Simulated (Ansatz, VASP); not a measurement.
ZnO: VASP beside Ansatz

Contents of INCAR:

```
  PREC = Accurate
  ENCUT = 600
  EDIFF = 1E-7
  ISMEAR = 0
  SIGMA = 0.05
  LREAL = F
  LASPH = T
  NELM = 100
  ALGO = Normal
  ISIF = 4
  LWAVE = F
  LCHARG = F
  GGA = PS
  IBRION = 2
  NSW = 60
  EDIFFG = -0.01
```

Contents of KPOINTS:

```
regular mesh
0
Gamma
  8 8 6
```

File POSCAR:

```
ZnO
1.0
    3.2317480164      0.0000000000      0.0000000000
   -1.6158740082      2.7987758809      0.0000000000
    0.0000000000      0.0000000000      5.2111393254
Zn O
2 2
Direct
    0.3333333333      0.6666666667      0.0014489168
    0.6666666667      0.3333333333      0.5014489168
    0.3333333333      0.6666666667      0.3806510832
    0.6666666667      0.3333333333      0.8806510832
```

Input for Ansatz:

```yaml
crystal:
  lattice:
    - [3.2317480164, 0.0, 0.0]
    - [-1.6158740082, 2.7987758809, 0.0]
    - [0.0, 0.0, 5.2111393254]
  atoms:
    - { symbol: Zn, position: [0.3333333333, 0.6666666667, 0.0014489168] }
    - { symbol: Zn, position: [0.6666666667, 0.3333333333, 0.5014489168] }
    - { symbol: O, position: [0.3333333333, 0.6666666667, 0.3806510832] }
    - { symbol: O, position: [0.6666666667, 0.3333333333, 0.8806510832] }
basis:
  ecutwfc: 420
  ecutrho_ratio: 4
kpoints:
  mp_grid: { grid: [8, 8, 6] }
hamiltonian:
  xc: pbesol
scf:
  occupations: { method: gaussian, width: 0.05 }
output:
  forces: true
  stress: true
  eigenvalues: true
relax:
  f_tol: 0.01
  max_steps: 40
  cell: { stress_tol: 0.1, fix: [volume] }
```

Alike in both runs: task relaxation of shape and atoms at fixed volume; functional PBEsol; k mesh 8 × 8 × 6; occupations gaussian, width 0.05 eV; no spin polarisation.

|  | VASP | Ansatz |
| --- | --- | --- |
| version | VASP 6.6.1 | Ansatz 0.2.0 |
| potentials or method | VASP PAW PBE potentials, release 64 (Zn, O) | scalar-relativistic, plane waves, PAW |
| plane-wave cutoff (eV) | 600 | 420 |
| valence electrons in the cell | 36 | 36 |

```tsv
	VASP	Ansatz	Ansatz less VASP
gap on the k mesh at the Fermi level, each at its own relaxed structure (eV)	0.69	0.70	+0.013
relaxed volume (Å³/atom)	11.78	11.78	0.000
relaxed cell length with the largest relative difference (Å)	3.232	3.232	0.0000
```

Caveats: the relaxation stopped at its first step, so nothing moved; the PAW data sets were made with another functional, which shifts forces and pressure a little (VASP). Expect the measured gap to be larger: semilocal functionals such as PBEsol lack the derivative discontinuity.
